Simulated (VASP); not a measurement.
# AlN (P6_3mc) in VASP: Born charges and dielectric tensor with PBE

Aim: the Born charges and dielectric tensor of AlN with PBE.

Everything below comes from runs of VASP 6.6.1. Logs are shortened: lines on timing, memory, paths and dates and some standing lists are left out, and cuts for length are marked.

### Step 1. Starting point

It takes space group P6_3mc (No. 186, hexagonal). Conventional cell: a = 3.128 Å, b = 3.128 Å, c = 5.016 Å, α = 90.00°, β = 90.00°, γ = 120.00°. Al (site symmetry 3m) is surrounded by 4 N at 1.90 to 1.91 Å. N (site symmetry 3m) has 4 Al at 1.90 to 1.91 Å as nearest neighbours.

### Step 2. Born charges and dielectric tensor, PBE

Input file INCAR:

```
PREC = Accurate
ENCUT = 520
EDIFF = 1E-8
ISMEAR = 0
SIGMA = 0.02
LREAL = F
LASPH = T
NELM = 80
ALGO = Normal
ISIF = 2
LWAVE = F
LCHARG = F
GGA = PE
LEPSILON = T
IBRION = 8
NSW = 1
KPAR = 4
```

Input file KPOINTS:

```
Automatic mesh
0
Gamma
  6 6 2
```

Input file POSCAR:

```
AlN                                     
1.0
    3.1283790023      0.0000000000      0.0000000000
   -1.5641895011      2.7092556866      0.0000000000
    0.0000000000      0.0000000000      5.0163413358
  Al              N             
     2     2
Direct
     0.3333333300000021    0.6666666699999979    0.9992479748049732
     0.6666666699999979    0.3333333300000021    0.4992479748049732
     0.3333333300000021    0.6666666699999979    0.3807520251950294
     0.6666666699999979    0.3333333300000021    0.8807520251950294
```

Potentials or basis: VASP PAW PBE potentials, release 64 (Al, N).

The run is started by

```
> cat potpaw_PBE.64/Al/POTCAR potpaw_PBE.64/N/POTCAR > POTCAR
> mpirun -np 4 vasp_std > vasp.out
```

OUTCAR:

```text
PREC = Accurate
   ENCUT = 520
   EDIFF = 1E-8
   ISMEAR = 0
   LREAL = F
   LASPH = T
   NELM = 80
   ISIF = 2
   GGA = PE
   LEPSILON = T
   IBRION = 8
   NSW = 1

 ion  position               nearest neighbor table
   1  0.333  0.667  0.999-   4 1.90   4 1.90   4 1.90   3 1.91   2 3.09   2 3.09   2 3.09   2 3.09
                             2 3.09   2 3.09
   2  0.667  0.333  0.499-   3 1.90   3 1.90   3 1.90   4 1.91   1 3.09   1 3.09   1 3.09   1 3.09
                             1 3.09   1 3.09
   3  0.333  0.667  0.381-   2 1.90   2 1.90   2 1.90   1 1.91
   4  0.667  0.333  0.881-   1 1.90   1 1.90   1 1.90   2 1.91

  LATTYP: Found a hexagonal cell.
 ALAT       =     3.1283790023
 C/A-ratio  =     1.6034953988

  Lattice vectors:

 A1 = (   3.1283790023,   0.0000000000,   0.0000000000)
 A2 = (  -1.5641895011,   2.7092556866,   0.0000000000)
 A3 = (   0.0000000000,   0.0000000000,   5.0163413358)

Analysis of symmetry for initial positions (statically):
=====================================================================
 Subroutine PRICEL returns:
 Original cell was already a primitive cell.

 Routine SETGRP: Setting up the symmetry group for a
 hexagonal supercell.

 Subroutine GETGRP returns: Found 12 space group operations
 (whereof  6 operations were pure point group operations)
 out of a pool of 24 trial point group operations.

The static configuration has the point symmetry C_3v.
 The point group associated with its full space group is C_6v.

Analysis of symmetry for dynamics (positions and initial velocities):
=====================================================================
 Subroutine PRICEL returns:
 Original cell was already a primitive cell.

 Routine SETGRP: Setting up the symmetry group for a
 hexagonal supercell.

 Subroutine GETGRP returns: Found 12 space group operations
 (whereof  6 operations were pure point group operations)
 out of a pool of 24 trial point group operations.

The dynamic configuration has the point symmetry C_3v.
 The point group associated with its full space group is C_6v.

 Subroutine INISYM returns: Found 12 space group operations
 (whereof  6 operations are pure point group operations),
 and found     1 'primitive' translations

----------------------------------------------------------------------------------------

                                     Primitive cell

  volume of cell :      42.5164

  direct lattice vectors                    reciprocal lattice vectors
     3.128379002  0.000000000  0.000000000     0.319654364  0.184552533  0.000000000
    -1.564189501  2.709255687  0.000000000     0.000000000  0.369105066  0.000000000
     0.000000000  0.000000000  5.016341336     0.000000000  0.000000000  0.199348476

  length of vectors
     3.128379002  3.128379000  5.016341336     0.369105066  0.369105066  0.199348476

  position of ions in fractional coordinates (direct lattice)
     0.333333330  0.666666670  0.999247975
[... 396 lines left out ...]
     0.26454  0.00000  0.00000
     0.00000  0.26454  0.00000
     0.00000  0.00000 -0.41704

[... ionic steps 4 to 9 ...]

--------------------------------------- Ionic step       10  -------------------------------------------

------------------------ aborting loop because EDIFF is reached ----------------------------------------

[... ionic steps 11 to 11 ...]

--------------------------------------- Ionic step       12  -------------------------------------------

 Free energy of the ion-electron system (eV)
  ---------------------------------------------------
  ---------------------------------------------------
  free energy    TOTEN  =        -0.25356121 eV

  energy without entropy =       -0.25356121

------------------------ aborting loop because EDIFF is reached ----------------------------------------

 INTERNAL STRAIN TENSOR  FOR ION    3  DIRECTION 3   (eV/Angst):
 -----------------------------------------------------------------------------
     5.06760  0.00000  0.00000
     0.00000  5.06760  0.00000
     0.00000 -0.00000-11.24169

 MACROSCOPIC STATIC DIELECTRIC TENSOR (including local field effects in DFT)
 ------------------------------------------------------
           4.539983     0.000000     0.000000
           0.000000     4.539983     0.000000
           0.000000     0.000000     4.727179
 ------------------------------------------------------

 PIEZOELECTRIC TENSOR (including local field effects)  for field in x, y, z        (e  Angst)
          XX          YY          ZZ          XY          YZ          ZX
  --------------------------------------------------------------------------------
  x     0.00000    -0.00000     0.00000    -0.00000     0.00000     0.90087
  y     0.00000     0.00000    -0.00000     0.00000     0.90087     0.00000
  z     0.70200     0.70200    -1.10668     0.00000     0.00000     0.00000

 PIEZOELECTRIC TENSOR (including local field effects)  for field in x, y, z        (C/m^2)
          XX          YY          ZZ          XY          YZ          ZX
  --------------------------------------------------------------------------------
  x     0.00000    -0.00000     0.00000    -0.00000     0.00000     0.33948
  y     0.00000     0.00000    -0.00000     0.00000     0.33948     0.00000
  z     0.26454     0.26454    -0.41704     0.00000     0.00000     0.00000

 BORN EFFECTIVE CHARGES (including local field effects) (in |e|, cummulative output)
 ---------------------------------------------------------------------------------
 ion    1
    1     2.52156     0.00000     0.00000
    2     0.00000     2.52156     0.00000
    3     0.00000     0.00000     2.67097
 ion    2
    1     2.52156     0.00000     0.00000
    2     0.00000     2.52156     0.00000
    3     0.00000    -0.00000     2.67097
 ion    3
    1    -2.52156    -0.00000     0.00000
    2    -0.00000    -2.52156    -0.00000
    3     0.00000     0.00000    -2.67097
 ion    4
    1    -2.52156    -0.00000    -0.00000
    2    -0.00000    -2.52156     0.00000
    3     0.00000    -0.00000    -2.67097

 INTERNAL STRAIN TENSOR FOR ION    4 for displacements in x,y,z  (eV/Angst):
          X           Y           Z          XY          YZ          ZX
  --------------------------------------------------------------------------------
  x     0.00000    -0.00000     0.00000     9.75318     0.00000     4.83435
  y     9.75318    -9.75318     0.00000    -0.00000     4.91643     0.00000
  z     5.06760     5.06760   -11.24169     0.00000     0.00000     0.00000

 SECOND DERIVATIVES (NOT SYMMETRIZED)
 ------------------------------------
               1X          1Y          1Z          2X          2Y          2Z          3X          3Y          3Z          4X          4Y          4Z
  1X   -14.983757   -0.000000    0.000000    0.643000    0.000000   -0.000000    1.494402    0.000000    0.000000   12.846356    0.000000    0.000000
  1Y    -0.000000  -14.983757   -0.000000    0.000000    0.643000    0.000000    0.000000    1.494402    0.000000    0.000000   12.846356    0.000000
  1Z     0.000000    0.000000  -20.345099    0.000000    0.000000    8.292030   -0.000000    0.000000    6.007353    0.000000    0.000000    6.045715
  2X     0.643000    0.000000    0.000000  -14.983757   -0.000000    0.000000   12.846356    0.000000   -0.000000    1.494402    0.000000   -0.000000
  2Y     0.000000    0.643000   -0.000000   -0.000000  -14.983757    0.000000    0.000000   12.846356   -0.000000    0.000000    1.494402    0.000000
  2Z    -0.000000   -0.000000    8.292030   -0.000000   -0.000000  -20.345099    0.000000    0.000000    6.045715    0.000000    0.000000    6.007353
  3X     1.493782    0.000000    0.000000   12.848673    0.000000    0.000000  -15.040049   -0.000000    0.000000    0.697594    0.000000    0.000000
  3Y     0.000000    1.493782    0.000000    0.000000   12.848673    0.000000   -0.000000  -15.040049    0.000000    0.000000    0.697594    0.000000
  3Z     0.000000    0.000000    5.940768    0.000000   -0.000000    6.105549    0.000000   -0.000000  -18.997004   -0.000000   -0.000000    6.950687
  4X    12.848673    0.000000    0.000000    1.493782    0.000000    0.000000    0.697594    0.000000   -0.000000  -15.040049   -0.000000   -0.000000
  4Y     0.000000   12.848673   -0.000000    0.000000    1.493782    0.000000    0.000000    0.697594    0.000000   -0.000000  -15.040049    0.000000
  4Z    -0.000000    0.000000    6.105549   -0.000000    0.000000    5.940768    0.000000    0.000000    6.950687   -0.000000    0.000000  -18.997004

 Eigenvectors and eigenvalues of the dynamical matrix
 ----------------------------------------------------

   1 f  =   21.282596 THz   133.722495 2PiTHz  709.910993 cm-1    88.017706 meV
             X         Y         Z           dx          dy          dz
     -0.000000  1.806170  5.012569    -0.000000    0.000000   -0.004666
      1.564190  0.903085  2.504398    -0.000000    0.000000    0.004666
     -0.000000  1.806170  1.909982     0.000000   -0.000000   -0.707091
      1.564190  0.903085  4.418153    -0.000000   -0.000000    0.707091
[... 71 lines left out ...]
  12 f/i=    0.002375 THz     0.014922 2PiTHz    0.079216 cm-1     0.009822 meV
             X         Y         Z           dx          dy          dz
     -0.000000  1.806170  5.012569    -0.000000   -0.000000    0.573688
      1.564190  0.903085  2.504398    -0.000000   -0.000000    0.573688
     -0.000000  1.806170  1.909982    -0.000000   -0.000000    0.413379
      1.564190  0.903085  4.418153    -0.000000   -0.000000    0.413379

--------------------------------------------------------------------------------------------------------

 MACROSCOPIC STATIC DIELECTRIC TENSOR IONIC CONTRIBUTION
 ------------------------------------------------------
           3.773815     0.000000    -0.000000
           0.000000     3.773815     0.000000
          -0.000000     0.000000     5.039647
 ------------------------------------------------------

 ELASTIC MODULI CONTR FROM IONIC RELAXATION (kBar)
 Direction    XX          YY          ZZ          XY          YZ          ZX
 --------------------------------------------------------------------------------
 XX        -621.4219    300.3984    356.1005     -0.0000      0.0000     -0.0000
 YY         300.3984   -621.4219    356.1005     -0.0000     -0.0000      0.0000
 ZZ         356.1005    356.1005   -790.0206      0.0000      0.0000     -0.0000
 XY          -0.0000     -0.0000      0.0000   -460.9101     -0.0000     -0.0000
 YZ           0.0000     -0.0000      0.0000     -0.0000   -114.9770     -0.0000
 ZX          -0.0000      0.0000     -0.0000     -0.0000     -0.0000   -120.9304
 --------------------------------------------------------------------------------

 PIEZOELECTRIC TENSOR IONIC CONTR  for field in x, y, z        (C/m^2)
          XX          YY          ZZ          XY          YZ          ZX
  --------------------------------------------------------------------------------
  x    -0.00000     0.00000    -0.00000     0.00000    -0.00000    -0.63567
  y     0.00000    -0.00000     0.00000    -0.00000    -0.61982    -0.00000
  z    -0.84630    -0.84630     1.87755    -0.00000    -0.00000     0.00000
```

Wall time 1.8 min (4 MPI ranks of Intel Xeon Platinum 8259CL at 2.50GHz (Skylake/Cascade Lake), shared host); peak memory 0.21 GiB.

Results:

* Band gap on the k mesh: 4.06 eV, direct
* Electronic dielectric tensor (diagonal): 4.54, 4.54, 4.73
* Born charges (mean of the diagonal): Al +2.57; N -2.57 e
* Highest phonon frequency at Γ, LO-TO splitting left out: 710 cm⁻¹

Levels at points of the mesh, in eV from the valence-band top:
| k point | band 6 | band 7 | band 8 | band 9 | band 10 | band 11 |
| --- | --- | --- | --- | --- | --- | --- |
| (0.00, 0.00, 0.00) | -0.20 | -0.20 | 0.00 | 4.06 | 6.52 | 10.47 |
| (0.50, 0.00, 0.00) | -2.05 | -1.74 | -0.68 | 5.76 | 5.77 | 8.04 |
| (0.00, 0.00, 0.50) | -0.53 | -0.53 | -0.53 | 6.32 | 6.32 | 10.18 |
| (0.50, 0.00, 0.50) | -1.44 | -1.35 | -1.35 | 5.25 | 5.25 | 9.15 |

Phonon frequencies in cm⁻¹ (negative: imaginary):
| q point | frequencies |
| --- | --- |
| (0.000, 0.000, 0.000) | 0 0 0 237 237 537 596 638 638 650 650 710 |

Electronic dielectric tensor:
```
4.54 0.00 0.00
0.00 4.54 0.00
0.00 0.00 4.73
```

Born effective charge tensors (e):
atom 1, Al
```
2.52 0.00 0.00
0.00 2.52 0.00
0.00 0.00 2.67
```
atom 2, Al
```
2.52 0.00 0.00
0.00 2.52 0.00
0.00 0.00 2.67
```
atom 3, N
```
-2.52  0.00  0.00
 0.00 -2.52  0.00
 0.00  0.00 -2.67
```
atom 4, N
```
-2.52  0.00  0.00
 0.00 -2.52  0.00
 0.00  0.00 -2.67
```

Caveat: the k mesh is coarse (spacing up to 0.63 Å⁻¹), so the values aren't converged. As with any semilocal functional, this PBE gap is likely too small.
